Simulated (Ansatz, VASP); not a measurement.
**GaN: VASP beside Ansatz**

POSCAR

```
GaN
1.0
    3.1626686623      0.0000000000      0.0000000000
   -1.5813343312      2.7389514053      0.0000000000
    0.0000000000      0.0000000000      5.2928253000
Ga N
2 2
Direct
    0.3333333333      0.6666666667     -0.0116144019
    0.6666666667      0.3333333333      0.4883855981
    0.3333333333      0.6666666667      0.3866144019
    0.6666666667      0.3333333333      0.8866144019
```

File INCAR.step1:

```
ALGO     = Normal         # electronic algorithm
EDIFF    = 1E-4           # SCF threshold, eV
ENCUT    = 520            # plane-wave cutoff, eV
GGA      = PE             # functional
ISMEAR   = 0              # smearing method
LASPH    = True           # aspherical terms in the spheres
LCHARG   = False          # write CHGCAR
LREAL    = False          # projectors in reciprocal space
LWAVE    = True           # write WAVECAR
NBANDS   = 26             # bands
NELM     = 60             # most SCF steps
PREC     = Accurate       # precision mode
SIGMA    = 0.02           # smearing width, eV
```

Contents of INCAR.step2:

```
ALGO     = Normal         # electronic algorithm
EDIFF    = 1E-7           # SCF threshold, eV
ENCUT    = 520            # plane-wave cutoff, eV
ISIF     = 2              # what is computed and relaxed
ISMEAR   = 0              # smearing method
ISTART   = 1            
LASPH    = True           # aspherical terms in the spheres
LCHARG   = False          # write CHGCAR
LMIXTAU  = True         
LREAL    = False          # projectors in reciprocal space
LWAVE    = False          # write WAVECAR
METAGGA  = R2SCAN         # meta-GGA
NBANDS   = 26             # bands
NELM     = 60             # most SCF steps
PREC     = Accurate       # precision mode
SIGMA    = 0.02           # smearing width, eV
```

Contents of KPOINTS:

```
k-points
0
Gamma
  12 12 6
```

Input for Ansatz:

```yaml
crystal:
  lattice:
    - [3.1626686623, 0.0, 0.0]
    - [-1.5813343312, 2.7389514053, 0.0]
    - [0.0, 0.0, 5.2928253]
  atoms:
    - { symbol: Ga, position: [0.3333333333, 0.6666666667, -0.0116144019] }
    - { symbol: Ga, position: [0.6666666667, 0.3333333333, 0.4883855981] }
    - { symbol: "N", position: [0.3333333333, 0.6666666667, 0.3866144019] }
    - { symbol: "N", position: [0.6666666667, 0.3333333333, 0.8866144019] }
basis:
  ecutwfc: 500
kpoints:
  mp_grid: { grid: [12, 12, 6] }
hamiltonian:
  xc: r2scan
scf:
  occupations: { method: gaussian, width: 0.02 }
output:
  forces: true
  stress: true
  eigenvalues: true
```

Alike in both runs: task single point; functional r2SCAN; k mesh 12 × 12 × 6; occupations gaussian, width 0.02 eV; no spin polarisation.

|  | VASP | Ansatz |
| --- | --- | --- |
| version | VASP 6.6.1 | Ansatz 0.2.0 |
| potentials or method | VASP PAW PBE potentials, release 64 (Ga_d, N) | scalar-relativistic, plane waves, PAW |
| plane-wave cutoff (eV) | 520 | 500 |
| valence electrons in the cell | 36 | 36 |

Ansatz gave:

| Property | Result |
| --- | --- |
| gap on the k mesh at the Fermi level (eV) | 2.20 |
| least direct gap on the mesh (eV) | 2.20 |
| pressure (GPa) | 1.0 |
| largest component of the traceless stress (GPa) | 11.12 |
| rms of the force components (eV/Å) | 0.612 |

Q: What did VASP give for the same quantities?

A: gap on the k mesh at the Fermi level (eV): 2.20; least direct gap on the mesh (eV): 2.20; pressure (GPa): 2.1; largest component of the traceless stress (GPa): 11.67; rms of the force components (eV/Å): 0.635.

Atom by atom the forces differ by 0.023 eV/Å (rms over components). The functional is the same, so the differences come from potentials, cutoffs and numerics.

Caveats: the PAW data sets were made with another functional, which shifts forces and pressure a little (VASP).
